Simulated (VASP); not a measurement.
Set up this calculation in VASP 6.6.1, as the native input.

```
Task                   : single point
Functional             : PBE
Potentials or basis    : VASP PAW PBE potentials, release 64 (Pt, Se)
Cutoff                 : 520 eV
k mesh                 : 6 × 6 × 4
Occupations            : gaussian, width 0.1 eV
Spin                   : no spin polarisation
Dipole correction      : no
Further INCAR settings : ALGO = Normal; EDIFF = 1e-07; NBANDS = 18
```

The structure of PtSe2 lies in POSCAR:

```
PtSe2
1.0
    3.7173066100      0.0000000000      0.0000000000
   -1.8586533100      3.2192819100      0.0000000000
    0.0000000000      0.0000000000      5.8200740800
Pt Se
1 2
Direct
    0.0000000000      0.0000000000      0.0000000000
    0.6666666900      0.3333333400      0.7746118300
    0.3333333400      0.6666666900      0.2253881500
```

The cell is a database's computed one.

These files were run (other wordings do the same):

INCAR

```
SYSTEM = PtSe2
PREC = Accurate ; ENCUT = 520
EDIFF = 1E-7 ; ISMEAR = 0
SIGMA = 0.1 ; LREAL = .FALSE.
LASPH = .TRUE. ; NELM = 100
ALGO = Normal ; ISIF = 2
LWAVE = .FALSE. ; LCHARG = .FALSE.
GGA = PE ; NBANDS = 18
```

KPOINTS

```
regular mesh
0
G
  6 6 4
  0 0 0
```

Potentials or basis: VASP PAW PBE potentials, release 64 (Pt, Se).

Launch:

```console
$ cat potpaw_PBE.64/Pt/POTCAR potpaw_PBE.64/Se/POTCAR > POTCAR
$ mpirun -np 1 vasp_std > vasp.out
```

It gave:

```json
{
 "Pressure": "2.3 GPa",
 "Largest force": "0.136 eV/Å",
 "Band gap on the k mesh": "0.74 eV, indirect (least direct gap 1.19 eV)"
}
```

Caveat: spin-orbit coupling is left out, which moves the levels of the heavy elements; this functional lacks dispersion, which binds the layers, so the pressure and a relaxed spacing across them are unreliable.

Wall time 15 s on 1 thread of Intel(R) Xeon(R) 6975P-C (Granite Rapids) (shared host), peak memory 0.19 GiB.
